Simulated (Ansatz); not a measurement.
**Where the states of NaF lie**

```cif
data_structure
_symmetry_space_group_name_H-M 'P6_3/mmc'
_symmetry_Int_Tables_number 194
_cell_length_a 3.9415
_cell_length_b 3.9415
_cell_length_c 4.6559
_cell_angle_alpha 90.000
_cell_angle_beta 90.000
_cell_angle_gamma 120.000
_cell_volume 62.64
loop_
_atom_site_label
_atom_site_type_symbol
_atom_site_symmetry_multiplicity
_atom_site_Wyckoff_symbol
_atom_site_fract_x
_atom_site_fract_y
_atom_site_fract_z
_atom_site_occupancy
Na1 Na 2 d 0.33333 0.66667 0.75000 1
F1 F 2 c 0.33333 0.66667 0.25000 1
```

The runs use the primitive cell with vectors (3.942, 0.000, 0.000), (-1.971, 3.413, 0.000), (0.000, 0.000, 4.656) Å, to which the k mesh refers.

The structure is hexagonal, space group P6_3/mmc (No. 194). The conventional cell has a = 3.942 Å, b = 3.942 Å, c = 4.656 Å, α = 90.00°, β = 90.00°, γ = 120.00°. Around Na (site symmetry -6m2) lie 5 F at 2.28 to 2.33 Å. F (site symmetry -6m2) is surrounded by 5 Na at 2.28 to 2.33 Å.

The cell was built from the wurtzite type and relaxed in the same program, and has space group P6_3/mmc; it needn't be a known or the stable phase. The relaxation left the symmetry of that type.

Computed with Ansatz 0.2.0, DFT, PBE, all-electron LAPW, scalar-relativistic.

The runs use a Γ-centred 11×11×6 k mesh, Fermi–Dirac smearing of 0.03 eV, basis error target 0.5 meV/atom, no spin polarisation.

States per eV and cell, averaged over 0.4 eV, from -1.4 to 6.0 eV, with energies (bin centres) from the valence-band top; empty bins are left out. The partial columns, the largest 2 alone, are projections on Löwdin-orthogonalised atomic shells (those that the program's projection atoms carry: the occupied ones and, for some elements, an empty d or f shell; other empty shells have no column), summed over atoms of an element. Weights on diffuse s and p shells depend on that basis and aren't pure angular character.

```
E (eV)  total   F 2p  Na 3s
  -1.3   1.14   1.05   0.09
  -0.9   8.41   7.88   0.43
  -0.5  11.11  10.88   0.08
  -0.1   9.34   9.27   0.01
   5.5   0.01   0.00   0.01
   5.9   0.13   0.00   0.10
```

**Question.** Which of the resolved shells contributes most in the top eV of the valence band?

**Answer.** F 2p, with 98 % of all states there; Na 3s follows with 1 %.
